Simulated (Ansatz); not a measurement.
# Ti3C2: the cost of one run

Method: DFT PBE, scalar-relativistic, plane waves, PAW, in Ansatz 0.2.0.

## 1. The system as given

Symmetry: P-6m2, No. 187, hexagonal system. The conventional cell has a = 3.928 Å, b = 3.928 Å, c = 4.823 Å, α = 90.00°, β = 90.00°, γ = 120.00°. Around Ti (site symmetry 3m) lie 5 Ti at 2.37 to 2.58 Å and 6 C at 2.56 to 2.58 Å. Ti (site symmetry -6m2) is surrounded by 5 C at 2.27 to 2.41 Å and 6 Ti at 2.58 Å. Around C (site symmetry -6m2) lie 8 Ti at 2.41 to 2.56 Å. C (site symmetry -6m2) is surrounded by 9 Ti at 2.27 to 2.58 Å.

As a file:

```cif
data_structure
_symmetry_space_group_name_H-M 'P-6m2'
_symmetry_Int_Tables_number 187
_cell_length_a 3.9277
_cell_length_b 3.9277
_cell_length_c 4.8231
_cell_angle_alpha 90.000
_cell_angle_beta 90.000
_cell_angle_gamma 120.000
_cell_volume 64.44
loop_
_atom_site_label
_atom_site_type_symbol
_atom_site_symmetry_multiplicity
_atom_site_Wyckoff_symbol
_atom_site_fract_x
_atom_site_fract_y
_atom_site_fract_z
_atom_site_occupancy
Ti1 Ti 2 g 0.00000 0.00000 0.74540 1
Ti2 Ti 1 e 0.66667 0.33333 0.00000 1
C1 C 1 f 0.66667 0.33333 0.50000 1
C2 C 1 c 0.33333 0.66667 0.00000 1
```

Recipe of the guess: species swapped into a database cell of Fe3Ge2 (P-6m2, No. 187), with Ti on the Fe sites and C on the Ge sites. The dimensions are guesses.

## 2. A first look at the guess

The input, input.yaml:

```yaml
crystal:
  lattice:
    - [3.92770442, 0.0, 0.0]
    - [-1.96385221, 3.4014918, 0.0]
    - [0.0, 0.0, 4.8230787]
  atoms:
    - { symbol: Ti, position: [0.0, 0.0, 0.74540001] }
    - { symbol: Ti, position: [0.0, 0.0, 0.25459999] }
    - { symbol: Ti, position: [0.66666667, 0.33333333, 0.0] }
    - { symbol: C, position: [0.66666667, 0.33333333, 0.5] }
    - { symbol: C, position: [0.33333333, 0.66666667, 0.0] }
basis:
  ecutwfc: 420
kpoints:
  mp_grid: { grid: [6, 6, 4] }
hamiltonian:
  xc: pbe
scf:
  occupations: { method: gaussian, width: 0.1 }
  lower_state_search: "off"
output:
  forces: true
  stress: true
  eigenvalues: true
```

Command:

```sh
> ansatz run input.yaml --threads 1 --pin off --max-ram 2560MiB --backend cpu --events-out ev --progress --plain --runs-dir out
```

**Question.** How long does this run take on 1 thread of Intel Xeon Platinum 8259CL at 2.50GHz (Skylake/Cascade Lake), shared host, and how much memory does it need?

About 4 s, with a peak of 0.36 GiB.
